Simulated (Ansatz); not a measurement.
**Run record: phonons of CaS (Fm-3m)**

Computed with PBEsol, all-electron LAPW in Ansatz 0.2.0, scalar-relativistic; not a measurement.

Cell and atoms were relaxed beforehand by PAW with this functional.

Launched as:

```sh
ansatz run input.yaml --threads 1 --pin off --max-ram 3072MiB --backend cpu --events-out ev --progress --plain --runs-dir out
```

Input:

```yaml
crystal:
  lattice:
    - [0.0, 2.81717195022, 2.81717195022]
    - [2.81717195022, 0.0, 2.81717195022]
    - [2.81717195022, 2.81717195022, 0.0]
  atoms:
    - { symbol: Ca, position: [0.0, 0.0, 0.0] }
    - { symbol: S, position: [0.5, 0.5, 0.5] }
kpoints:
  mp_grid: { grid: [6, 6, 6] }
scf:
  occupations: { method: fixed }
hamiltonian:
  xc: pbesol
  pseudopotentials: { kind: all_electron, lapw: { basis_error: 0.001 } }
phonons:
  qmesh: [2, 2, 2]
  qpath:
    path:
      - [0.0, 0.0, 0.0]
      - [0.5, 0.0, 0.5]
      - [0.625, 0.25, 0.625]
      - [0.375, 0.375, 0.75]
      - [0.0, 0.0, 0.0]
      - [0.5, 0.5, 0.5]
      - [0.5, 0.25, 0.75]
      - [0.5, 0.0, 0.5]
    npoints: 6
  temperatures: { t_min: 0, t_max: 1000, t_step: 100 }
```

The program printed:

```
Warning: RAYON_NUM_THREADS=1 ignored (pool sized by the plan → 1); use --threads N
LAPW: plane waves up to 6.885 Å⁻¹, error target 1.0e-3 eV per atom; small_component_spin mean_spin; S in spheres of 1.298 Å, 14 of its electrons in bands, Dirac shells []; Ca in spheres of 1.435 Å, 10 of its electrons in bands, ...
Engine: ansatz 0.2.0, aarch64-unknown-linux-gnu
Pseudopotentials: kind: all_electron
Pseudopotential: Ca, LAPW, valence charge 10, lapw/all_electron/scalar/gaussian/Ca, Koelling and Harmon's equation, gaussian nucleus
Pseudopotential: S, LAPW, valence charge 14, lapw/all_electron/scalar/gaussian/S, Koelling and Harmon's equation, gaussian nucleus
Functional definition: PBEsol
  exchange = pbesol_x
  correlation = pbesol_c
davidson cushion auto → on  (no smearing: the cushion is to keep the highest requested band from converging to the state above it; pin scf.eigensolver.cushion to override)
Crystal: 4 atoms, lattice volume = 89.433 Å³
Basis set: ecut = 180.60488254685197 eV, 513 PW (Γ), FFT grids on a1, a2, −a1+a2+a3, exchange–correlation at level 2
Bands: 29, of which v1, the nominal top of the filled ones, is band 24 counted from 1 (23 counted from 0)
Symmetry: 32 space group operations
k-points: 20 of 108
Non-local potential: Ca, projectors of the file, none
Non-local potential: S, projectors of the file, none
Initial density: superposition of atomic densities (chi_scale 0.1, normalization cell, long waves kept (reshape's long-wave potential 0.00 eV rms))
Initial wavefunctions: plane waves of lowest kinetic energy (no species holds an atomic orbital)
Functional: x = pbesol(κ = 0.804, μ = 0.12345679012345678), c = pbesol(β = 0.046)
iter 1 solved again at ethr=2.90e-3 eV; its pass at ethr=1.00e-1 eV (dr2=1.39e0 eV) is discarded
SCF iter   1: F=—  HF=-58682.984119 eV  |F-HF|=—  |Δ(HF+E_count)|=         —  Δρ=2.85e-2  dr2=1.39e0  ethr=2.90e-3  ⟨swp⟩=2.2  Hψ=4049  notcnv=0
[... 70 lines left out ...]
SCF 6 converged in 6 iterations: F = -58682.597495 eV  dr2 = 2.90e-10
SCF converged after 9 iterations
Free energy (F): -58682.597727 eV
Harris-Foulkes:  -58682.597727 eV  (|F-HF|=8.73e-11)
Internal energy: -58682.597727 eV  (E = F + TS)
E sigma→0 (E₀):  -58682.597727 eV
Fermi energy:    6.876598 eV
--- Per-component energies (eV) ---
  E_band       = -2718.278831
  E_kinetic    = 59054.557753
  E_xc         = -3286.037927
  E_electrostatic = -114451.117554  (all electrons and nuclei)
  E_smearing   = -0.000000  (= −TS)
  E_closure    = 0.000000  (closes the sum)
  Σ components = -58682.597727   (vs F -58682.597727, Δ=0.00e0)
  Basis errors (estimates in eV, not in F): energy 4.1e-4 per atom: plane waves 3.7e-4 (2.1e-4 summed), levels above the bands 0.0e0, relativity 1.0e-8, radial functions 3.5e-5, core shells 1.2e-6; eigenvalues (radial functions ...
--- Forces (eV/Å), atoms counted from 1 ---
  atom   1  Ca     0.00000000     0.00000000     0.00000000
  atom   2  S      0.00000000     0.00000000    -0.00000000
  atom   3  Ca     0.00000000     0.00000000     0.00000000
  atom   4  S      0.00000000     0.00000000    -0.00000000
  max |Σ_I F_I| component: 1.80e-30 eV/Å
--- Phonons: 4 displaced members + 2 references (amplitude of the first 0.01 Å, Σ member SCF iterations 24) ---
  ASR residual: 2.658e-4 → 0.000e0 eV/Å²; symmetrization residual: 4.007e-4 eV/Å²
  largest component of a force at the reference: 1.2e-30 eV/Å
  ASR residual per site (eV/Å²): 1.72e-4 2.66e-4
  Γ frequencies (cm⁻¹): 0.00 0.00 0.00 229.58 229.58 229.58
--- Phonons (by wavevector): 3 wavevectors in 2 supercells ---
  supercell 1 (2 cells, vectors [1, 0, 0], [0, 1, -1], [0, 0, 2] in multiples of the cell's): 2 displaced members by 0.01 Å; free energy -58682.597727 eV; taken off its force constants: by the sum rule 2.7e-4, by the ...
  symmetry images taken by strict's conditions (phonons.symmetry_images: auto; settled by no image being taken that strict refuses)
  supercell 2 (2 cells, vectors [1, 0, 0], [0, 1, 0], [0, 0, 2] in multiples of the cell's): 2 displaced members by 0.01 Å; free energy -58682.597727 eV; taken off its force constants: by the sum rule 2.4e-4, by the ...
  symmetry images taken by strict's conditions (phonons.symmetry_images: auto; settled by no image being taken that strict refuses)
  q = [0.0000, 0.0000, 0.0000] (star 1, supercell 1; hermiticity 3.39e-50, symmetrization 9.78e-5): -0.00 -0.00 0.00 229.58 229.58 229.58
  q = [0.0000, 0.0000, -0.5000] (star 4, supercell 2; hermiticity 8.56e-17, symmetrization 8.99e-16): 164.30 164.30 198.77 198.77 263.98 277.02
  q = [0.0000, -0.5000, -0.5000] (star 3, supercell 1; hermiticity 1.49e-16, symmetrization 3.52e-16): 119.86 119.86 181.71 237.07 237.07 253.86
  joined force constants: q→R imaginary residual 2.98e-17
  density of states and harmonic sums: on the 20×20×20 q-mesh, interpolated from the force constants of a 2×2×2 supercell (no non-analytic term)
  largest difference from the sums on the solved wave vectors: F 6.23e-2 eV, S 9.46e-5 and C_V 3.23e-5 eV/K
```

The calculation finished and met its thresholds.

Harmonic thermodynamics:

Harmonic phonons of a crystal by Kohn-Sham DFT at the given cell, standard atomic masses, acoustic sum rule imposed; negative wavenumbers are unstable modes; sums over wave vectors interpolated from the q mesh.

- Zero point energy: 36.73 meV/atom

```csv
temperature (K),phonon heat capacity (k_B/atom),phonon entropy (k_B/atom),phonon free energy (meV/atom)
100,1.609,0.8441,34.57
200,2.525,2.315,20.68
300,2.774,3.395,-4.17
400,2.87,4.208,-37.08
500,2.916,4.854,-76.23
600,2.941,5.388,-120.4
700,2.956,5.843,-168.9
800,2.967,6.238,-220.9
900,2.973,6.588,-276.2
1000,2.978,6.902,-334.4
```

Zone-centre phonons:

Optical zone-centre levels upwards with Mulliken labels, activity, and the element with most of the kinetic energy.

| Property | Result |
| --- | --- |
| Point group | m-3m |

| number | phonon wavenumber (cm⁻¹) | label | infrared | raman | lead element |
| --- | --- | --- | --- | --- | --- |
| 1 | 229.6 | T1u | yes | no | S |

### Phonons on the q mesh

One row a degenerate set, branches counted upwards.

```
Unstable phonons : no
```

```csv
point,q a (r.l.u.),q b (r.l.u.),q c (r.l.u.),branch,phonon wavenumber (cm⁻¹),degeneracy
Gamma,0,0,0,4,229.6,3
L,0.5,0,0,1,164.3,2
L,0.5,0,0,3,198.8,2
L,0.5,0,0,5,264,1
L,0.5,0,0,6,277,1
X,0.5,0.5,0,1,119.9,2
X,0.5,0.5,0,3,181.7,1
X,0.5,0.5,0,4,237.1,2
X,0.5,0.5,0,6,253.9,1
```

Limits of these numbers: no LO-TO term in the interpolation; coarse q mesh; no LO-TO term at the zone centre.

Cost: 110 s on 1 thread of Arm Neoverse V1, with other jobs on the host, peak memory 0.34 GiB.
